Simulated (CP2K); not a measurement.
Crystal: Ge.

```xyz
4
Lattice="5.8735 0.0000 0.0000 4.4556 3.6382 0.0000 1.4178 0.1655 3.6345" Properties=species:S:1:pos:R:3 pbc="T T T"
Ge    6.5157    1.1153    2.6404
Ge    5.2312    2.6884    0.9941
Ge    3.3617    0.9230    2.8417
Ge    8.3853    2.8807    0.7928
```

This isn't the form of Ge at room conditions, which is diamond.

Base run:

```yaml
Program: CP2K 2026.2
Functional: r2SCAN
Potentials_or_basis: POTENTIAL_UZH Ge GTH-SCAN-q4; TZVP-MOLOPT-SCAN-GTH basis
Density_cutoff: 9184 eV
k_mesh: 7 × 7 × 7
Occupations: fermi-dirac, width 0.05 eV
Spin: no spin polarisation
```

Its results: band gap on the k mesh none (metal or under the smearing width); pressure -5.4 GPa; largest force 0.092 eV/Å.

Task: The run is repeated on the same cell with these changes: functional from r2SCAN to TASK; ngrids from 4 to 5. What comes out?

Result: Band gap on the k mesh none (metal or under the smearing width); pressure -3.9 GPa; largest force 0.208 eV/Å.

Caveats: the basis of atomic orbitals isn't converged, which shifts pressures, moduli and gaps; the potentials were made for another functional, which shifts forces and pressure (some runs).

Not every run made on this cell is shown here.
